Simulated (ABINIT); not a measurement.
# Co (P-3m1) in ABINIT: single point with PBEsol

Aim: the single point of Co with PBEsol.

Everything below comes from runs of ABINIT 10.8.3 (patched build). Logs are shortened: lines on timing, memory, paths and dates and some standing lists are left out, and cuts for length are marked. The log counts tension as positive stress, the text compression.

## (1) The crystal as given

It takes space group P-3m1 (No. 164, trigonal). Conventional cell: a = 2.487 Å, b = 2.487 Å, c = 4.063 Å, α = 90.00°, β = 90.00°, γ = 120.00°. Co (site symmetry 3m) is surrounded by 12 Co at 2.42 to 2.55 Å.

## (2) Single point, PBEsol, collinear spin, ferromagnetic start

Input file run.abi:

```
# Pseudopotentials
pp_dirpath "./"
pseudos "Co.GGA_PBE-JTH.xml"

# Structure
acell 2.4873648738 2.4873648738 4.0632895034 Angstrom
rprim
     1.0000000000     0.0000000000     0.0000000000
    -0.5000000000     0.8660254038     0.0000000000
     0.0000000000     0.0000000000     1.0000000000
ntypat 1
znucl 27
natom 2
typat 1 1
xcart
    -0.0000000002     2.7137993662     5.6831605137
     2.3502191920     1.3568996829     1.9953438128

# Plane-wave basis
ecut 26.0
pawecutdg 48.0
pawxcdev 0

# k points
kptopt 1
ngkpt 12 12 7
nshiftk 1
shiftk 0.0 0.0 0.0

# Exchange and correlation
ixc -116133

# Bands and occupations
nband 22
occopt 3
tsmear 0.00183747

# Spin
nsppol 2
spinat
     0.0000000000     0.0000000000     5.0000000000
     0.0000000000     0.0000000000     5.0000000000

# SCF cycle
nstep 100
tolvrs 1.0e-9

# Output
iomode 3
prtwf 0
prtden 0
prteig 0
prtebands 0
enunit 2
```

Potentials or basis: JTH PAW PBE v2.0.

The run is started by

```console
> abinit run.abi > log 2>&1
```

run.abo:

```text
.Version 10.8.3 of ABINIT
 Symmetries : space group P-3 m 1 (#164); Bravais hP (primitive hexag.)
================================================================================
 Values of the parameters that define the memory need of the present run
     intxc =       0    ionmov =       0      iscf =      17    lmnmax =      18
     lnmax =       6     mgfft =      36  mpssoang =       3    mqgrid =    3001
     natom =       2  nloc_mem =       2    nspden =       2   nspinor =       1
    nsppol =       2      nsym =      12    n1xccc =       1    ntypat =       1
    occopt =       3   xclevel =       2
       mpw =         960          nfft =       20736          nkpt =         112
 PAW method is used; the additional fine FFT grid is defined by:
   mgfftf=        48    nfftf =     43200
================================================================================
================================================================================

--------------------------------------------------------------------------------
------------- Echo of variables that govern the present computation ------------
--------------------------------------------------------------------------------
 -outvars: echo values of preprocessed input variables --------
            acell      4.7004383867E+00  4.7004383867E+00  7.6785043317E+00 Bohr
              amu      5.89332000E+01
             ecut      2.60000000E+01 Hartree
           enunit           2
                       outvar_i_n : Printing only first  50 k-points.
              ixc     -116133
                       outvar_i_n : Printing only first  50 k-points.
         kptrlatt       12    0    0      0   12    0      0    0    7
          kptrlen      5.37495303E+01
            natom           2
            nband          22
            ngfft          24      24      36
          ngfftdg          30      30      48
             nkpt         112
           nspden           2
           nsppol           2
            nstep         100
             nsym          12
           ntypat           1
                       prtocc : prtvol=0, do not print more k-points.
                       1.000000  1.000000  1.000000  1.000000  1.000000  1.000000
                       1.000000  1.000000  1.000000  1.000000  1.000000  1.000000
                       1.000000  1.000000  1.000000  1.000000  1.000000  0.000000
                       0.000000  0.000000  0.000000  0.000000
                       1.000000  1.000000  1.000000  1.000000  1.000000  1.000000
                       1.000000  1.000000  1.000000  1.000000  1.000000  1.000000
                       1.000000  1.000000  1.000000  1.000000  1.000000  0.000000
                       0.000000  0.000000  0.000000  0.000000
                       1.000000  1.000000  1.000000  1.000000  1.000000  1.000000
                       1.000000  1.000000  1.000000  1.000000  1.000000  1.000000
                       1.000000  1.000000  1.000000  1.000000  1.000000  0.000000
                       0.000000  0.000000  0.000000  0.000000
                       1.000000  1.000000  1.000000  1.000000  1.000000  1.000000
                       1.000000  1.000000  1.000000  1.000000  1.000000  1.000000
                       1.000000  1.000000  1.000000  1.000000  1.000000  0.000000
                       0.000000  0.000000  0.000000  0.000000
                       1.000000  1.000000  1.000000  1.000000  1.000000  1.000000
[... 168 lines left out ...]
                       1.000000  1.000000  1.000000  1.000000  1.000000  1.000000
                       1.000000  1.000000  1.000000  1.000000  1.000000  0.000000
                       0.000000  0.000000  0.000000  0.000000
                       1.000000  1.000000  1.000000  1.000000  1.000000  1.000000
                       1.000000  1.000000  1.000000  1.000000  1.000000  1.000000
                       1.000000  1.000000  1.000000  1.000000  1.000000  0.000000
                       0.000000  0.000000  0.000000  0.000000
                       1.000000  1.000000  1.000000  1.000000  1.000000  1.000000
                       1.000000  1.000000  1.000000  1.000000  1.000000  1.000000
                       1.000000  1.000000  1.000000  1.000000  1.000000  0.000000
                       0.000000  0.000000  0.000000  0.000000
                       1.000000  1.000000  1.000000  1.000000  1.000000  1.000000
                       1.000000  1.000000  1.000000  1.000000  1.000000  1.000000
                       1.000000  1.000000  1.000000  1.000000  1.000000  0.000000
                       0.000000  0.000000  0.000000  0.000000
                       prtocc : prtvol=0, do not print more k-points.
           occopt           3
        pawecutdg      4.80000000E+01 Hartree
         pawxcdev           0
           prtden           0
        prtebands           0
           prteig           0
            prtwf           0
            rprim      1.0000000000E+00  0.0000000000E+00  0.0000000000E+00
                      -5.0000000000E-01  8.6602540380E-01  0.0000000000E+00
                       0.0000000000E+00  0.0000000000E+00  1.0000000000E+00
          spgroup         164
           spinat      0.0000000000E+00  0.0000000000E+00  5.0000000000E+00
                       0.0000000000E+00  0.0000000000E+00  5.0000000000E+00
           tolvrs      1.00000000E-09
           tsmear      1.83747000E-03 Hartree
            typat      1  1
           useylm           1
                       outvars : Printing only first  50 k-points.
           xangst     -4.0815117602E-10  1.4360807788E+00  3.0073990277E+00
[... 99 lines left out ...]
- [  2.56948982E-04,   0.00000000E+00,   0.00000000E+00, ]
- [  0.00000000E+00,   2.56948980E-04,   0.00000000E+00, ]
- [  0.00000000E+00,   0.00000000E+00,   3.52840711E-04, ]
pressure_GPa:  -8.5001E+00
xred      :
- [  3.3333E-01,   6.6667E-01,   7.4014E-01, Co]
- [  6.6667E-01,   3.3333E-01,   2.5986E-01, Co]
cartesian_forces: # hartree/bohr
- [  2.86424904E-28,   2.97661491E-28,   8.95951411E-03, ]
- [ -2.86424904E-28,  -2.97661491E-28,  -8.95951411E-03, ]
force_length_stats: {min:   8.95951411E-03, max:   8.95951411E-03, mean:   8.95951411E-03, }
...

 Integrated electronic and magnetization densities in atomic spheres:
 ------------------------------------------------------------------------------------------------------------
 Radius=ratsph(iatom), smearing ratsm=  0.0000. Diff(up-dn)=approximate z local magnetic moment.
    Atom    Radius    up_density   dn_density  Total(up+dn)  Diff(up-dn)
    1 Co   2.10903     8.619376     6.916974     15.536351     1.702402
    2 Co   2.10903     8.619376     6.916974     15.536351     1.702402
 ------------------------------------------------------------------------------------------------------------
  Sum:                17.238753    13.833948     31.072701     3.404804
 Total magnetization (from the atomic spheres):                3.404804
 Total magnetization (exact up - dn):                          3.260546

================================================================================

 ----iterations are completed or convergence reached----

 Mean square residual over all n,k,spin=   13.956E-08; max=  38.661E-05
 reduced coordinates (array xred) for    2 atoms
       0.333333332999      0.666666666327      0.740138999497
       0.666666666333      0.333333332994      0.259860999825
 rms dE/dt=  3.9719E-02; max dE/dt=  6.8796E-02; dE/dt below (all hartree)
    1      -0.000000000000     -0.000000000000     -0.068795667939
    2       0.000000000000      0.000000000000      0.068795667939

 cartesian coordinates (angstrom) at end:
    1     -0.00000000040815     1.43608077875519     3.00739902771357
    2      1.24368243649185     0.71804038901166     1.05589047293373

 cartesian forces (hartree/bohr) at end:
    1      0.00000000000000     0.00000000000000     0.00895951411461
    2     -0.00000000000000    -0.00000000000000    -0.00895951411461
 frms,max,avg= 5.1727779E-03 8.9595141E-03   0.000E+00  0.000E+00  0.000E+00 h/b

 cartesian forces (eV/Angstrom) at end:
    1      0.00000000000000     0.00000000000000     0.46071673966903
    2     -0.00000000000000    -0.00000000000000    -0.46071673966903
 frms,max,avg= 2.6599493E-01 4.6071674E-01   0.000E+00  0.000E+00  0.000E+00 e/A
 length scales=  4.700438386685  4.700438386685  7.678504331702 bohr
              =  2.487364873800  2.487364873800  4.063289503400 angstroms
 Fermi (or HOMO) energy (hartree) =   0.51294   Average Vxc (hartree)=  -0.47483
 Magnetization (Bohr magneton)=  3.26053929E+00
 Total spin up =  1.86302696E+01   Total spin down =  1.53697304E+01
 Eigenvalues (hartree) for nkpt= 112  k points, SPIN UP:
 kpt#   1, nband= 22, wtk=  0.00099, kpt=  0.0000  0.0000  0.0000 (reduced coord)
  -3.00760   -3.00548   -1.66750   -1.65687   -1.65687   -1.65545   -1.65511   -1.65511
   0.17945    0.32061    0.41431    0.41651    0.41651    0.42744    0.42744    0.44295
   0.44295    0.48256    0.48256    0.50145    0.73500    1.31493
      occupation numbers for kpt#   1
   1.00000    1.00000    1.00000    1.00000    1.00000    1.00000    1.00000    1.00000
   1.00000    1.00000    1.00000    1.00000    1.00000    1.00000    1.00000    1.00000
   1.00000    1.00000    1.00000    0.99807    0.00000    0.00000
 prteigrs : prtvol=0 or 1, do not print more k-points.

 Eigenvalues (hartree) for nkpt= 112  k points, SPIN DOWN:
 kpt#   1, nband= 22, wtk=  0.00099, kpt=  0.0000  0.0000  0.0000 (reduced coord)
  -2.93192   -2.92965   -1.59425   -1.58295   -1.58295   -1.58115   -1.58106   -1.58106
   0.18155    0.35566    0.47315    0.47720    0.47720    0.48895    0.48895    0.50315
   0.50935    0.50935    0.55214    0.55214    0.77403    1.30767
      occupation numbers for kpt#   1
   1.00000    1.00000    1.00000    1.00000    1.00000    1.00000    1.00000    1.00000
   1.00000    1.00000    1.00000    1.00000    1.00000    1.00000    1.00000    0.99515
   0.87583    0.87583    0.00000    0.00000    0.00000    0.00000
 prteigrs : prtvol=0 or 1, do not print more k-points.

 Fermi (or HOMO) energy (eV) =  13.95775   Average Vxc (eV)= -12.92069
 Eigenvalues (   eV  ) for nkpt= 112  k points, SPIN UP:
 kpt#   1, nband= 22, wtk=  0.00099, kpt=  0.0000  0.0000  0.0000 (reduced coord)
 -81.84083  -81.78330  -45.37489  -45.08563  -45.08563  -45.04715  -45.03780  -45.03780
   4.88303    8.72426   11.27401   11.33384   11.33384   11.63114   11.63114   12.05339
  12.05339   13.13101   13.13101   13.64527   20.00039   35.78110
 prteigrs : prtvol=0 or 1, do not print more k-points.

 Eigenvalues (   eV  ) for nkpt= 112  k points, SPIN DOWN:
 kpt#   1, nband= 22, wtk=  0.00099, kpt=  0.0000  0.0000  0.0000 (reduced coord)
 -79.78170  -79.71994  -43.38188  -43.07421  -43.07421  -43.02519  -43.02283  -43.02283
   4.94016    9.67804   12.87498   12.98530   12.98530   13.30505   13.30505   13.69153
  13.86007   13.86007   15.02445   15.02445   21.06234   35.58352
 prteigrs : prtvol=0 or 1, do not print more k-points.

--- !EnergyTerms
iteration_state     : {dtset: 1, }
comment             : Components of total free energy in Hartree
kinetic             :  2.35500686715301E+01
hartree             :  6.90765781508001E+01
xc                  : -6.26541024796122E+00
Ewald energy        : -1.99040221383732E+02
psp_core            :  6.99828666460829E+00
local_psp           : -2.38056267008776E+02
PAW spherical_terms :  5.11033124281289E+01
internal            : -2.92633652725403E+02
'-kT*entropy'       : -5.56211473937045E-04
total_energy        : -2.92634208936877E+02
total_energy_eV     : -7.96298248816845E+03
...

--- !EnergyTermsDC
iteration_state     : {dtset: 1, }
comment             : '"Double-counting" decomposition of free energy'
band_energy         : -2.37585311916569E+01
Ewald energy        : -1.99040221383732E+02
psp_core            :  6.99828666460829E+00
xc_dc               : -6.71495001599227E+01
PAW spherical_terms : -9.68369096917388E+00
internal            : -2.92633657039878E+02
'-kT*entropy'       : -5.56211473937045E-04
total_energy_dc     : -2.92634213251352E+02
total_energy_dc_eV  : -7.96298260557130E+03
...

--- !EnergyTermsWithPAWCore
iteration_state     : {dtset: 1, }
comment             : 'Components of total free energy, including PAW core contributions'
Total energy        : -2.78446085306256E+03
Total energy DC     : -2.78446085737703E+03
Total energy (eV)   : -7.57690397594991E+04
Total energy DC (eV): -7.57690398769019E+04
...

 Cartesian components of stress tensor (hartree/bohr^3)
  sigma(1 1)=  2.56948982E-04  sigma(3 2)=  0.00000000E+00
  sigma(2 2)=  2.56948980E-04  sigma(3 1)=  0.00000000E+00
  sigma(3 3)=  3.52840711E-04  sigma(2 1)=  0.00000000E+00

-Cartesian components of stress tensor (GPa)         [Pressure= -8.5001E+00 GPa]
- sigma(1 1)=  7.55970004E+00  sigma(3 2)=  0.00000000E+00
- sigma(2 2)=  7.55969999E+00  sigma(3 1)=  0.00000000E+00
- sigma(3 3)=  1.03809321E+01  sigma(2 1)=  0.00000000E+00

== END DATASET(S) ==============================================================
================================================================================

 -outvars: echo values of variables after computation  --------
            acell      4.7004383867E+00  4.7004383867E+00  7.6785043317E+00 Bohr
           etotal     -2.9263421325E+02
            fcart      2.8642490356E-28  2.9766149130E-28  8.9595141146E-03
                      -2.8642490356E-28 -2.9766149130E-28 -8.9595141146E-03
            rprim      1.0000000000E+00  0.0000000000E+00  0.0000000000E+00
                      -5.0000000000E-01  8.6602540380E-01  0.0000000000E+00
                       0.0000000000E+00  0.0000000000E+00  1.0000000000E+00
           strten      2.5694898177E-04  2.5694898005E-04  3.5284071071E-04
                       0.0000000000E+00  0.0000000000E+00  0.0000000000E+00
           xangst     -4.0815117602E-10  1.4360807788E+00  3.0073990277E+00
                       1.2436824365E+00  7.1804038901E-01  1.0558904729E+00
             xred      3.3333333300E-01  6.6666666633E-01  7.4013899950E-01
                       6.6666666633E-01  3.3333333299E-01  2.5986099983E-01
 Calculation completed.
```

Run time: 2.9 min. Hardware: 1 thread of Arm Neoverse V2, shared host; peak memory 0.21 GiB.

Results:

| Property | Result |
| --- | --- |
| Free energy | -7962.9826 eV |
| Pressure | -8.5 GPa |
| Largest force | 0.461 eV/Å |
| Band gap on the k mesh | none (metal or under the smearing width) |
| Net moment | 3.26 μB per cell |
| Site moments | Co +1.70 μB |
| Valence electrons inside the program's atomic spheres | Co 15.54 (radii [1.1161] Å) |

Forces on the atoms (eV/Å):
```
Co   0.000  0.000  0.461
Co   0.000  0.000 -0.461
```

Levels at points of the mesh, in eV from the Fermi level:
Spin up:
```csv
k point,band 16,band 17,band 18,band 19,band 20,band 21,band 22
"(0.00, 0.00, 0.00)",-1.90,-1.90,-0.83,-0.83,-0.31,6.04,21.82
"(0.50, 0.00, 0.00)",-0.68,-0.66,-0.50,1.25,3.25,9.30,10.26
```
Spin down:
```
           k point  band 13  band 14  band 15  band 16  band 17  band 18
(0.00, 0.00, 0.00)    -0.97    -0.65    -0.65    -0.27    -0.10    -0.10
(0.50, 0.00, 0.00)    -1.10    -1.07    -0.65     1.22     1.31     1.38
```

Caveat: the PAW data sets were made with another functional, which shifts forces and pressure a little; the moment fell far below its start of 5 μB, so a state of higher moment may lie lower in energy.
